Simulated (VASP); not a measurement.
PbS, 2 atoms in the cell. The structure is orthorhombic, space group Imm2 (No. 44). Conventional cell: a = 4.653 Å, b = 4.683 Å, c = 6.602 Å, α = 90.00°, β = 90.00°, γ = 90.00°. Pb (site symmetry mm2) has 4 S at 2.86 Å as nearest neighbours. Around S (site symmetry mm2) lie 4 Pb at 2.86 Å. The cell was built by a generator and needn't be a form met in nature. The cell isn't the ideal one: shear_xy strain -0.6%.

| Item | Value |
| --- | --- |
| Program | VASP 6.6.1 |
| Task | single point |
| Functional | PBE |
| Potentials or basis | VASP PAW PBE potentials, release 64 (Pb_d, S) |
| Cutoff | 520 eV |
| k mesh | 6 × 6 × 6 |
| Occupations | fermi-dirac, width 0.02 eV |
| Spin | no spin polarisation |
| Dipole correction | no |
| Further INCAR settings | ALGO = Normal; EDIFF = 1e-06; NBANDS = 17 |

Potentials or basis: VASP PAW PBE potentials, release 64 (Pb_d, S).

Launch:

```console
$ cat potpaw_PBE.64/Pb_d/POTCAR potpaw_PBE.64/S/POTCAR > POTCAR
$ mpirun -np 1 vasp_std > vasp.out
```

Hardware: 1 thread of Intel(R) Xeon(R) 6975P-C (Granite Rapids), on a shared host.

Problem. Estimate the wall time of this run.

Solution. It took 24 s on 1 thread of Intel(R) Xeon(R) 6975P-C (Granite Rapids) (shared host), peak memory 0.22 GiB. Counts: scf iterations 14, k points 46.
